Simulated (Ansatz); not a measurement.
Relaxed bulk InP:

```cif
data_structure
_symmetry_space_group_name_H-M 'P 1'
_symmetry_Int_Tables_number 1
_cell_length_a 4.2144
_cell_length_b 4.2144
_cell_length_c 4.2144
_cell_angle_alpha 60.000
_cell_angle_beta 60.000
_cell_angle_gamma 60.000
_cell_volume 52.93
loop_
_atom_site_label
_atom_site_type_symbol
_atom_site_fract_x
_atom_site_fract_y
_atom_site_fract_z
_atom_site_occupancy
In1 In 0.00000 0.00000 0.00000 1
P1 P 0.75000 0.75000 0.75000 1
```

Miller indices refer to the conventional cell of F-43m (No. 216), a = 5.960 Å, b = 5.960 Å, c = 5.960 Å, α = 90.00°, β = 90.00°, γ = 90.00°. The bulk's gap is 0.44 eV.

The (110) slab of 6 planes, 10.5 Å thick with 15 Å of vacuum as cut; outer planes InP (top) and InP (bottom).

Computed with DFT PBE, scalar-relativistic, plane waves, PAW (Ansatz). Plane waves to 420 eV, a k mesh through Γ of 8×6×1 on the computed 12-atom cell and Gaussian smearing (0.05 eV); no spin polarisation. A dipole correction removes the field between periodic images along c.

With the atoms at the bulk's places:

```json
{"Surface energy (mean of both faces)": "0.96 J/m²", "Gap of the slab on the mesh": "0.42 eV", "Bulk valence band top under the vacuum level": "4.78 eV", "Bulk conduction band bottom under the vacuum level": "4.34 eV"}
```

Q: What changes when all atoms relax within this surface cell and its symmetry?

A: The energy falls by 0.372 J/m² a face, and the largest move is 0.55 Å.

```
Surface energy (mean of both faces)                : 0.59 J/m²
Gap of the slab on the mesh                        : 1.00 eV
Bulk valence band top under the vacuum level       : 5.20 eV
Bulk conduction band bottom under the vacuum level : 4.76 eV
```

| plane (bottom to top) | atoms | spacing to next, bulk (Å) | relaxed (Å) | change (%) | rumpling (Å) |
| --- | --- | --- | --- | --- | --- |
| 1 | InP | 2.107 | 1.962 | -6.9 | 0.681 |
| 2 | InP | 2.107 | 2.147 | +1.9 | 0.137 |
| 3 | InP | 2.107 | 2.103 | -0.2 | 0.101 |
| 4 | InP | 2.107 | 2.147 | +1.9 | 0.101 |
| 5 | InP | 2.107 | 1.962 | -6.9 | 0.137 |
| 6 | InP |  |  |  | 0.681 |

Gaps are read on the k points sampled, so a band crossing between them can be missed.